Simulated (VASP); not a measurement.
# TePb (Fm-3m) in VASP: a series of runs

The runs below take TePb through single point, with PBE.

Program: VASP 6.6.1. These are calculated values, not measurements. Logs are shortened: lines on timing, memory, paths and dates and some standing lists are left out, and cuts for length are marked.

**1. The crystal as given**

The structure is cubic, space group Fm-3m (No. 225). Conventional cell: a = 6.462 Å, b = 6.462 Å, c = 6.462 Å, α = 90.00°, β = 90.00°, γ = 90.00°. Pb (site symmetry m-3m) is surrounded by 6 Te at 3.23 Å. Te (site symmetry m-3m) has 6 Pb at 3.23 Å as nearest neighbours.

**2. Single point, PBE**

INCAR

```
SYSTEM = TePb
ADDGRID = .False.
ALGO = Normal
EDIFF = 1E-6
ENCUT = 460
GGA = PE
ISIF = 2
ISMEAR = 0
LASPH = .True.
LCHARG = .False.
LREAL = .False.
LWAVE = .False.
NELM = 100
PREC = Accurate
SIGMA = 0.05
```

KPOINTS

```
k-points
0
Gamma
  5 5 5
  0 0 0
```

POSCAR

```
TePb
1.0
    0.0000000000      3.2310000000      3.2310000000
    3.2310000000      0.0000000000      3.2310000000
    3.2310000000      3.2310000000      0.0000000000
Pb Te
1 1
Direct
   -0.0068530000      0.0005720000     -0.0056850000
    0.5279490000      0.4690950000      0.5208160000
```

Potentials or basis: VASP PAW PBE potentials, release 64 (Pb_d, Te).

Started as:

```bash
$ cat potpaw_PBE.64/Pb_d/POTCAR potpaw_PBE.64/Te/POTCAR > POTCAR
$ mpirun -np 1 vasp_std > vasp.out
```

OUTCAR:

```text
SYSTEM = TePb
   EDIFF = 1E-6
   ENCUT = 460
   GGA = PE
   ISIF = 2
   ISMEAR = 0
   LASPH = .True.
   LREAL = .False.
   NELM = 100
   PREC = Accurate

 Found     63 irreducible k-points:

 Following reciprocal coordinates:
            Coordinates               Weight
  0.000000  0.000000  0.000000      1.000000
  0.200000  0.000000  0.000000      2.000000
  0.000000  0.200000  0.000000      2.000000
  0.000000  0.000000  0.200000      2.000000
  0.200000  0.200000  0.200000      2.000000
  0.400000  0.000000  0.000000      2.000000
   k-points           NKPTS =     63   k-points in BZ     NKDIM =     63   number of bands    NBANDS=     14
   number of dos      NEDOS =    301   number of ions     NIONS =      2
   total plane-waves  NPLWV =  32768
   dimension x,y,z NGX =    32 NGY =   32 NGZ =   32
   dimension x,y,z NGXF=    64 NGYF=   64 NGZF=   64
   ions per type =               1   1
   NGX,Y,Z   is equivalent  to a cutoff of  11.64, 11.64, 11.64 a.u.
   NGXF,Y,Z  is equivalent  to a cutoff of  23.29, 23.29, 23.29 a.u.
 SYSTEM =  TePb
   PREC   = accura    normal or accurate (medium, high low for compatibility)
   ISTART =      0    job   : 0-new  1-cont  2-samecut
   ICHARG =      2    charge: 1-file 2-atom 10-const
   ISPIN  =      1    spin polarized calculation?
   LNONCOLLINEAR =      F non collinear calculations
   LSORBIT =      F    spin-orbit coupling
   LASPH  =      T    aspherical Exc in radial PAW
   ENCUT  =  460.0 eV  33.81 Ry    5.81 a.u.   7.99  7.99  7.99*2*pi/ulx,y,z
   NELM   =    100;   NELMIN=  2; NELMDL= -5     # of ELM steps
   EDIFF  = 0.1E-05   stopping-criterion for ELM
   LREAL  =      F    real-space projection
   EDIFFG = 0.1E-04   stopping-criterion for IOM
   NSW    =      0    number of steps for IOM
   IBRION =     -1    ionic relax: 0-MD 1-quasi-New 2-CG
   NFREE  =      0    steps in history (QN), initial steepest desc. (CG)
   ISIF   =      2    stress and relaxation
   ISYM   =      2    0-nonsym 1-usesym 2-fastsym
   POTIM  = 0.5000    time-step for ionic-motion
   TEBEG  =    0.0;   TEEND  =   0.0 temperature during run
   PSTRESS=    0.0 pullay stress
   NELECT =      20.0000    total number of electrons
   NUPDOWN=      -1.0000    fix difference up-down
   EMIN   =  10.00;   EMAX   =-10.00  energy-range for DOS
   EFERMI =   0.00;   METHOD = LEGACY
   ISMEAR =     0;   SIGMA  =   0.05  broadening in eV -4-tet -1-fermi 0-gaus
   EFERMI_NEDOS =   21; number of points for ismear=-14 and -15
   IALGO  =     38    algorithm
   IMIX   =      4    mixing-type and parameters
     AMIX     =   0.40;   BMIX     =  1.00
     AMIX_MAG =   1.60;   BMIX_MAG =  1.00
  volume/ion in A,a.u.               =      33.73       227.62
  Fermi-wavevector in a.u.,A,eV,Ry     =   1.091619  2.062861 16.213147  1.191633
  Thomas-Fermi vector in A             =   2.227868
   LORBIT       =      0    0 simple, 1 ext, 2 COOP (PROOUT), +10 PAW based schemes
   GGA     = PE    functional components
   LHFCALC =     F    Hartree Fock is set to
   AEXX    =    0.0000 exact exchange contribution
   IVDW    =     0    specifies the selected vdW correction
   LEPSILON=     F    determine dielectric tensor
   LRPA    =     F    only Hartree local field effects (RPA)
 non-spin polarized calculation
 Gauss-broadening in eV      SIGMA  =   0.05
  energy-cutoff  :      460.00
  volume of cell :       67.46
 maximum number of plane-waves:      1524
   NGX = 15   NGY = 15   NGZ = 15

 number of electron      20.0000001 magnetization

 Free energy of the ion-electron system (eV)
  ---------------------------------------------------
  ext. energy  EPLUGINS =         0.00000000
  ---------------------------------------------------
  free energy    TOTEN  =        -7.48942123 eV

  energy without entropy =       -7.48942123  energy(sigma->0) =       -7.48942123

 E-fermi :   5.7538     XC(G=0):  -9.2938

 val. band max:        5.4869954147   @ k =   0.2000   0.0000  -0.2000
 cond. band min:       6.7218045012   @ k =   0.0000   0.0000   0.4000
 fundamental gap:      1.2348090864
 Fermi energy:         5.7537959730

 k-point     1 :       0.0000    0.0000    0.0000
  band No.  band energies     occupation
      1     -11.0731      2.00000
      2     -11.0730      2.00000
      3     -11.0641      2.00000
      4     -11.0585      2.00000
      5     -11.0584      2.00000
      6      -6.4357      2.00000
      7       0.0626      2.00000
      8       4.2087      2.00000
      9       4.3024      2.00000
     10       4.3041      2.00000
     11       9.4997      0.00000
     12       9.5026      0.00000
     13       9.7749      0.00000
     14      11.4234      0.00000

 k-point     2 :       0.2000    0.0000    0.0000
  band No.  band energies     occupation
      1     -11.0784      2.00000
      2     -11.0775      2.00000
      3     -11.0613      2.00000
      4     -11.0548      2.00000
      5     -11.0530      2.00000
      6      -6.1005      2.00000
      7      -0.9312      2.00000
      8       4.3024      2.00000
      9       4.3939      2.00000
     10       4.7901      2.00000
     11       8.1502      0.00000
     12       8.4278      0.00000
     13       8.6220      0.00000
     14      11.3461      0.00000
[... 37 lines left out ...]
      1     -11.0785      2.00000
      2     -11.0775      2.00000
      3     -11.0611      2.00000
      4     -11.0550      2.00000
      5     -11.0530      2.00000
      6      -6.0991      2.00000
      7      -0.9366      2.00000
      8       4.3077      2.00000
      9       4.3927      2.00000
     10       4.7892      2.00000
     11       8.1481      0.00000
     12       8.4353      0.00000
     13       8.6289      0.00000
     14      11.3398      0.00000

 k-point     6 :       0.4000    0.0000    0.0000
  band No.  band energies     occupation
      1     -11.0879      2.00000
      2     -11.0857      2.00000
      3     -11.0592      2.00000
      4     -11.0457      2.00000
      5     -11.0429      2.00000
      6      -5.2722      2.00000
      7      -2.5491      2.00000
      8       4.5125      2.00000
      9       4.6438      2.00000
     10       5.3850      2.00000
     11       6.7402      0.00000
     12       7.1316      0.00000
     13       7.3058      0.00000
     14      12.9164      0.00000

 [... further k-points ...]

------------------------ aborting loop because EDIFF is reached ----------------------------------------

  FORCE on cell =-STRESS in cart. coord.  units (eV):
  Direction    XX          YY          ZZ          XY          YZ          ZX
  --------------------------------------------------------------------------------------
  -------------------------------------------------------------------------------------
  Total        0.8617533      1.5224862      0.8593824     -0.0064150      0.0043186     -0.0004316
  in kB       20.4669280     36.1595559     20.4106196     -0.1523577      0.1025683     -0.0102511
  external PRESSURE =      25.6790345 kB  Pullay stress =       0.0000000 kB

 VOLUME and BASIS-vectors are now :
 -----------------------------------------------------------------------------
  energy-cutoff  :      460.00
  volume of cell :       67.46
      direct lattice vectors                 reciprocal lattice vectors
     0.000000000  3.231000000  3.231000000    -0.154750851  0.154750851  0.154750851
     3.231000000  0.000000000  3.231000000     0.154750851 -0.154750851  0.154750851
     3.231000000  3.231000000  0.000000000     0.154750851  0.154750851 -0.154750851

 POSITION                                       TOTAL-FORCE (eV/Angst)
 -----------------------------------------------------------------------------------
      3.21448      6.42149      3.21071        -0.010862      0.200899      0.007284
      3.19840      3.38856      3.22145         0.010862     -0.200899     -0.007284
 -----------------------------------------------------------------------------------
    total drift:                               -0.000012      0.000334      0.000108

  FREE ENERGIE OF THE ION-ELECTRON SYSTEM (eV)
  ---------------------------------------------------
  free  energy   TOTEN  =        -7.4894212340 eV

  energy  without entropy=       -7.4894212340  energy(sigma->0) =       -7.48942123
```

Run time: 36 s. Hardware: 1 thread of Intel Xeon Platinum 8488C (Sapphire Rapids), shared host; peak memory 0.2 GiB.

These settings aren't checked as converged: the numbers below hold their error.

What came out:

```yaml
Free_energy: -7.4894 eV
Pressure: 2.6 GPa
Largest_force: 0.201 eV/Å
Band_gap_on_the_k_mesh: 1.23 eV, indirect (least direct gap 1.31 eV)
```

Caveat: spin-orbit coupling is left out, which as a rule narrows the gap of such compounds by several tenths of an eV; an odd mesh through Γ misses points on the zone boundary, where band edges often lie.

**3. Single point, PBE**

Changes to INCAR since step 2:

```diff
@@ -1,5 +1,5 @@
 SYSTEM = TePb
-ADDGRID = .False.
+ADDGRID = .True.
 ALGO = Normal
-EDIFF = 1E-6
+EDIFF = 1E-7
 ENCUT = 460
```

KPOINTS is that of step 2.

POSCAR

```
TePb
1.0
    0.0000000000      3.2310000000      3.2310000000
    3.2310000000      0.0000000000      3.2310000000
    3.2310000000      3.2310000000      0.0000000000
Pb Te
1 1
Direct
    0.0000000000      0.0000000000      0.0000000000
    0.5000000000      0.5000000000      0.5000000000
```

Potentials or basis: VASP PAW PBE potentials, release 64 (Pb_d, Te).

Started as:

```bash
$ cat potpaw_PBE.64/Pb_d/POTCAR potpaw_PBE.64/Te/POTCAR > POTCAR
$ mpirun -np 1 vasp_std > vasp.out
```

Run time: 21 s. Hardware: 1 thread of Intel Xeon Platinum 8488C (Sapphire Rapids), shared host; peak memory 0.27 GiB.

The run converged, but some of its settings lie outside the range that counts as converged, so its numbers aren't taken as properties of the crystal.

Results:

| Item | Value |
| --- | --- |
| Free energy | -7.5030 eV |
| Pressure | 2.1 GPa |

Caveat: this odd mesh misses L, where the gap lies, so gap, dielectric constants and Born charges aren't listed.
